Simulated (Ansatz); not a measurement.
Structure relaxation of Y

Method: Ansatz 0.2.0, DFT PBE, scalar-relativistic, plane waves, PAW.

The start is a random cell of Y without symmetry, drawn with lower limits on the distances.

The final relaxation ran on this input, with the default PAW datasets:

```yaml
crystal:
  lattice:
    - [0.0, 2.5301657102, 2.5301657102]
    - [2.5301657102, 0.0, 2.5301657102]
    - [2.5301657102, 2.5301657102, 0.0]
  atoms:
    - { symbol: "Y", position: [0.5, 0.5, 0.5] }
basis:
  ecutwfc: 420
kpoints:
  mp_grid: { grid: [18, 18, 18] }
hamiltonian:
  xc: pbe
scf:
  occupations: { method: gaussian, width: 0.1 }
output:
  forces: true
  stress: true
  eigenvalues: true
relax:
  adjacent_minimum: "off"
  f_tol: 0.01
  max_steps: 80
  cell: { stress_tol: 0.05 }
```

It can be run as:

```bash
ansatz run input.yaml --threads 4 --pin off --backend cpu --events-out ev --progress --plain --runs-dir out  # memory cap (--max-ram) not shown
```

End of the output:

```
SCF converged after 4 iterations
Free energy (F): -3848.646081 eV
Harris-Foulkes:  -3848.646081 eV  (|F-HF|=4.55e-13)
Internal energy: -3848.638763 eV  (E = F + TS)
E sigma→0 (E₀):  -3848.642422 eV
Entropy (-TS):   -0.007318 eV (-7.318 meV/atom)
Fermi energy:    9.544533 eV
--- Per-component energies (eV) ---
  E_band       = -119.548454
  E_kinetic    = 304.765498
  E_local      = -609.294503  (includes V_loc(G=0)·N_el)
  E_nonlocal   = 50.247730
  E_hartree    = 193.310848
  E_xc         = -172.961660
  E_vxc        = -198.580720  (∫ρ·V_xc dr)
  E_paw        = -2825.384170  (= ΣΔE_a)
  E_vpaw       = -53.308162  (= ΣTr[D̂ρ^β])
  E_aug_tail   = 0.000003  (compensation charges beyond the density's cutoff)
  E_ewald      = -789.322510
  E_smearing   = -0.007318  (= −TS)
  E_closure    =  0.000000  (closes the sum)
  Σ components = -3848.646081   (vs F -3848.646081, Δ=0.00e0)
--- Forces (eV/Å), atoms counted from 1 ---
  atom   1  Y      0.00000000     0.00000000     0.00000000
  max |Σ_I F_I| component: 1.60e-28 eV/Å
--- Stress (GPa, compression-positive) ---
        0.036331       0.000000       0.000000
        0.000000       0.036331       0.000000
        0.000000       0.000000       0.036331
  P = ⅓ Tr σ = 0.0363 GPa (0.363 kbar)
--- Relaxed structure (1 steps of the walk, 1 accepted, 1 SCFs on fresh bases) ---
  F+E_penalty+E_count = -3848.64608059 eV   max|allowed force component| = 0.000e0 eV/Å   (the final SCF, on the basis selected at the relaxed cell)
  cell:  # Å, volume = 32.3949 Å³
    - [0.0, 2.530166, 2.530166]
    - [2.530166, 0.0, 2.530166]
    - [2.530166, 2.530166, 0.0]
  atoms:
    - { symbol: Y, position: [0.500000, 0.500000, 0.500000] }
```

Total energies depend on the potentials used, so only differences within one code and one set of settings carry meaning.

The result has space group Fm-3m (No. 225). Around Y lie 12 Y at 3.58 Å.

It lies 0.03 eV/atom above the element's standard state at the same level.

For metals, differences of a few meV/atom aren't resolved.

Symmetry constrained the relaxation, so the result can be a saddle point.